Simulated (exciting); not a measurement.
## Mg: single point with PBE

The system is Mg.

```xyz
1
Lattice="-1.7884 1.8240 1.6923 1.8244 -1.8250 1.7328 1.7940 1.8307 -1.6934" Properties=species:S:1:pos:R:3 pbc="T T T"
Mg    0.0505   -0.0117    0.0173
```

The cell isn't the ideal one: cell strained at random at fixed volume.

```yaml
Program: exciting (release sodium)
Task: single point
Functional: PBE
Potentials_or_basis: all-electron LAPW+lo, shipped species files, valence relativity iora*
rgkmax: 7.5
k_mesh: 11 × 11 × 11
Occupations: fermi-dirac, width 0.05 eV
Spin: no spin polarisation
```

The band gap on the k mesh is none (metal or under the smearing width) and the all electrons inside the program's atomic spheres are Mg 10.30 (radii Mg 2.0 bohr).

Levels at points of the mesh, in eV from the Fermi level:
| k point | band 2 | band 3 | band 4 | band 5 | band 6 | band 7 | band 8 | band 9 |
| --- | --- | --- | --- | --- | --- | --- | --- | --- |
| (0.00, 0.00, 0.00) | -42.78 | -42.78 | -42.77 | -7.02 | 12.30 | 13.46 | 13.56 | 14.48 |

Run time: 5.1 min on 1 thread of Arm Neoverse V2, with other jobs on the host, peak memory 0.11 GiB.

Caveat: the log's total energy holds no entropy term; the free energy is that total less TS from the occupations.
